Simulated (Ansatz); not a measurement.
A run of Ansatz 0.2.0:

input.yaml

```yaml
crystal:
  lattice:
    - [0.0, 2.7893026914, 2.7893026914]
    - [2.7893026914, 0.0, 2.7893026914]
    - [2.7893026914, 2.7893026914, 0.0]
  atoms:
    - { symbol: Eu, position: [0.0, 0.0, 0.0], spin: 7.0 }
hamiltonian:
  xc: pbe
  pseudopotentials: { kind: paw }
magnetization:
  spin_polarized: true
kpoints:
  mp_grid: { grid: [8, 8, 8] }
scf:
  occupations: { method: fermi_dirac, width: 0.05 }
output:
  forces: true
  stress: true
  eigenvalues: true
```

Potentials or basis: Ansatz PAW.

Command:

```sh
$ ansatz run input.yaml --threads 2 --pin off --max-ram 5120MiB --backend cpu --events-out ev --progress --plain --runs-dir out
```

Hardware: 2 threads of Arm Neoverse V1, with other jobs on the host.

Problem. How long does it take, and how much memory?

Solution. Run time: 2.9 s on 2 threads of Arm Neoverse V1, on a shared host, peak memory 0.34 GiB. Counts: scf iterations 11, plane waves 869, k points 29, bands 16.
